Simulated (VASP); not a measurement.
# A VASP 6.6.1 single-point calculation on KCl

INCAR

```
PREC = Accurate
NELM = 84
SIGMA = 0.02
ISMEAR = -1
LWAVE = .FALSE.
ENCUT = 520
LCHARG = .FALSE.
NSW = 0
NBANDS = 15
EDIFF = 1E-7
LREAL = .FALSE.
GGA = RP
LASPH = .TRUE.
ISIF = 2
IBRION = -1
```

KPOINTS

```
KPOINTS created by Atomic Simulation Environment
0
Gamma
8 8 8
0 0 0
```

POSCAR

```
K  Cl
 1.0000000000000000
     3.6455887835000000    0.0000000000000000    0.0000000000000000
     0.0000000000000000    3.6455887835000000    0.0000000000000000
     0.0000000000000000    0.0000000000000000    3.6455887835000000
 K   Cl
   1   1
Cartesian
  0.0000000000000000  0.0000000000000000  0.0000000000000000
  1.8227943917500000  1.8227943917500000  1.8227943917500000
```

The recommended PBE PAW datasets give the neutral cell 16 valence electrons.

Command

```
mpirun -np 1 vasp_std
```

**Question.** Predict the outcome of this run.

**Answer.** It converged. Results: gap between bands v and c on the k mesh 5.86 eV; least direct gap on the k mesh 6.09 eV; pressure 6.6 GPa. Band v is the last that the valence electrons fill when counted band by band, and c is the next.

OSZICAR

```
N       E                     dE             d eps       ncg     rms          rms(c)
DAV:   1     0.104468041881E+03    0.10447E+03   -0.75572E+03  1050   0.999E+02
DAV:   2    -0.955716983634E+00   -0.10542E+03   -0.96558E+02  1380   0.249E+02
DAV:   3    -0.617848012193E+01   -0.52228E+01   -0.51970E+01  1457   0.497E+01
DAV:   4    -0.634571869032E+01   -0.16724E+00   -0.16721E+00  1506   0.794E+00
DAV:   5    -0.634699424042E+01   -0.12756E-02   -0.12755E-02  1478   0.773E-01    0.357E+00
DAV:   6    -0.609219629179E+01    0.25480E+00   -0.28149E-01  1274   0.336E+00    0.297E+00
DAV:   7    -0.606840186946E+01    0.23794E-01   -0.11426E-01  1393   0.231E+00    0.172E+00
DAV:   8    -0.607661128203E+01   -0.82094E-02   -0.20637E-02  1274   0.123E+00    0.235E-01
DAV:   9    -0.607681214961E+01   -0.20087E-03   -0.66297E-04  1499   0.195E-01    0.111E-01
DAV:  10    -0.607727518153E+01   -0.46303E-03   -0.69656E-04  1141   0.222E-01    0.311E-02
DAV:  11    -0.607727570977E+01   -0.52824E-06   -0.15586E-05  1487   0.347E-02    0.132E-02
DAV:  12    -0.607727701898E+01   -0.13092E-05   -0.14661E-06  1200   0.110E-02    0.224E-03
DAV:  13    -0.607727710155E+01   -0.82573E-07   -0.31048E-07  1399   0.499E-03
   1 F= -.60772771E+01 E0= -.60772771E+01  d E =-.547086E-13
```

For comparison, a separate PBE run of the intended cell, on usual settings and not on those above, gives a gap of 5.53 eV on its mesh and a pressure of 4.2 GPa.
